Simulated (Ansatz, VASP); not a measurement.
## One calculation of Ti, two programs

Contents of INCAR:

```
SYSTEM = Ti
  PREC = Accurate
  ENCUT = 520
  EDIFF = 1E-6
  ISMEAR = 0
  SIGMA = 0.1
  LREAL = .FALSE.
  LASPH = .TRUE.
  NELM = 80
  ALGO = Fast
  ISIF = 2
  LWAVE = .FALSE.
  LCHARG = .FALSE.
  LDIPOL = .TRUE.
  IDIPOL = 3
  DIPOL = 0.5 0.5 0.333
  GGA = CA
  NBANDS = 32
```

File KPOINTS:

```
Automatic mesh
0
G
  9 9 1
  0 0 0
```

POSCAR

```
Ti
1.0
    2.8639615639      0.0000000000      0.0000000000
   -1.4319807819      2.4802634698      0.0000000000
    0.0000000000      0.0000000000     22.2412339090
Ti
4
Direct
    0.6666666667      0.3333333333      0.1798461370
    0.3333333333      0.6666666667      0.2817907594
    0.6666666667      0.3333333333      0.3878708239
    0.3333333333      0.6666666667      0.4829423562
```

Input for Ansatz:

```yaml
crystal:
  lattice:
    - [2.8639615639, 0.0, 0.0]
    - [-1.4319807819, 2.4802634698, 0.0]
    - [0.0, 0.0, 22.241233909]
  atoms:
    - { symbol: Ti, position: [0.6666666667, 0.3333333333, 0.179846137] }
    - { symbol: Ti, position: [0.3333333333, 0.6666666667, 0.2817907594] }
    - { symbol: Ti, position: [0.6666666667, 0.3333333333, 0.3878708239] }
    - { symbol: Ti, position: [0.3333333333, 0.6666666667, 0.4829423562] }
basis:
  ecutwfc: 420
kpoints:
  mp_grid: { grid: [9, 9, 1] }
hamiltonian:
  xc: lda
scf:
  occupations: { method: gaussian, width: 0.1 }
output:
  forces: true
  eigenvalues: true
efield:
  axis: 3
  dipole_correction: true
  ramp_width: 0.04
```

Alike in both runs: task single point; functional LDA; k mesh 9 × 9 × 1; occupations gaussian, width 0.1 eV; no spin polarisation.

```csv
,VASP,Ansatz
version,VASP 6.6.1,Ansatz 0.2.0
potentials or method,"VASP PAW LDA potentials, release 64 (Ti_sv)","scalar-relativistic, plane waves, PAW"
plane-wave cutoff (eV),520,420
valence electrons in the cell,48,48
```

Ansatz gave:

```
gap on the k mesh at the Fermi level (eV)  : none
rms of the force components (eV/Å)         : 0.234
work function, face that differs most (eV) : 4.75
```

**Question.** Estimate VASP's values.

**Answer.** gap on the k mesh at the Fermi level (eV): none; rms of the force components (eV/Å): 0.235; work function, face that differs most (eV): 4.73.

Atom by atom the forces differ by 0.001 eV/Å (rms over components). A gap of «none» marks a metal or a gap that the smearing closes.
